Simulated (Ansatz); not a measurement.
## Mo in Ansatz: the effect of strain

Crystal: Mo.

```
CELL_PARAMETERS angstrom
-1.55213 1.55213 1.58381
1.55213 -1.55213 1.58381
1.55213 1.55213 -1.58381
ATOMIC_POSITIONS crystal
Mo 0.00000 0.00000 0.00000
```

The cell isn't the ideal one: strained by -2 %.

Alike in all runs:

* Program: Ansatz 0.2.0
* Task: single point
* Functional: PBE
* Potentials or basis: Ansatz PAW
* Cutoff: 420 eV (not typed: the program's choice for these potentials)
* k mesh: 12 × 12 × 12
* Occupations: fermi-dirac, width 0.05 eV
* Spin: no spin polarisation

Problem. One run gave: pressure -6.7 GPa. Which strain did it use?
A. -0.01
B. 0.01
C. -0.02

Solution. B.

```tsv
strain	pressure (GPa)
-0.02	9.4
-0.01	3.5
0.01	-6.7
```
